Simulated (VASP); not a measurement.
Data:

```
CELL_PARAMETERS angstrom
      0.00000     3.12916     3.12916
      3.12916     0.00000     3.12916
      3.12916     3.12916     0.00000
ATOMIC_POSITIONS crystal
  Zn 0.00000 0.00000 0.00000
  Te 0.25000 0.25000 0.25000
```

Method: rev-vdW-DF2, VASP's PBE PAW potentials (set 64) (plane waves; VASP 6.6.1). Settings: 520 eV cut-off, 8×8×8 Γ-centred mesh, Gaussian smearing of 0.050 eV, potentials Zn Te.

Task: Give the stress tensor in GPa (positive for a compressed cell).

Result: 
```
-2.33   0.00   0.00
 0.00  -2.33   0.00
 0.00   0.00  -2.33
```
The pressure is its mean diagonal, -2.33 GPa.

The compound is ZnTe in the zinc blende structure. This cell is one point of a volume scan, at 1.06 of the reference volume.
